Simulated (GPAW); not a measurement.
Input of a GPAW 26.7.0 run:

The input run.py:

```python
from ase import Atoms
from ase.eos import EquationOfState
from ase.io import Trajectory
from ase.units import GPa
from gpaw import GPAW, PW

atoms = Atoms(['Ni', 'Al'],
              cell=[[2.881, 0.0, 0.0],
                    [0.0, 2.881, 0.0],
                    [0.0, 0.0, 2.881]],
              scaled_positions=[[0.5, 0.5, 0.5],
                                [0.0, 0.0, 0.0]],
              pbc=True)
atoms.set_initial_magnetic_moments([1.0, 0.0])

traj = Trajectory('eos.traj', 'w')
volumes, energies = [], []
for x in [0.94, 0.96, 0.98, 1.0, 1.02, 1.04, 1.06]:
    a = atoms.copy()
    a.set_cell(atoms.cell * x**(1 / 3), scale_atoms=True)
    calc = GPAW(mode=PW(600),
                xc='M06-L',
                kpts={'size': (7, 7, 7), 'gamma': True},
                occupations={'name': 'fermi-dirac', 'width': 0.05},
                nbands=20,
                convergence={'density': 1e-05, 'energy': 1e-05},
                maxiter=150,
                txt=f'eos-{x:.2f}.txt')
    a.calc = calc
    energies.append(a.get_potential_energy(force_consistent=True))
    volumes.append(a.get_volume())
    p = -a.get_stress()[:3].mean() / GPa
    calc.write(f'eos-{x:.2f}.gpw')
    traj.write(a)
    print(f'{x:.2f} {volumes[-1]:10.4f} A^3 {energies[-1]:14.6f} eV {p:9.3f} GPa', flush=True)

v0, e0, B = EquationOfState(volumes, energies, eos='birchmurnaghan').fit()
print(f'V0 = {v0:.4f} A^3, E0 = {e0:.6f} eV, B0 = {B / GPa:.2f} GPa')
```

Potentials or basis: GPAW PAW data sets (gpaw-data 1.2.1), pw.

Run with:

```console
$ OMP_NUM_THREADS=1 python run.py
```

(1) Predict the equilibrium volume.

(2) What does it give for the bulk modulus?

Answers

(1) 11.39 Å³/atom (rough: see the caveat).

(2) 200 GPa (rough).

Caveat: the points scatter about the fit; the PAW data sets were made with another functional, which shifts forces and pressure a little.
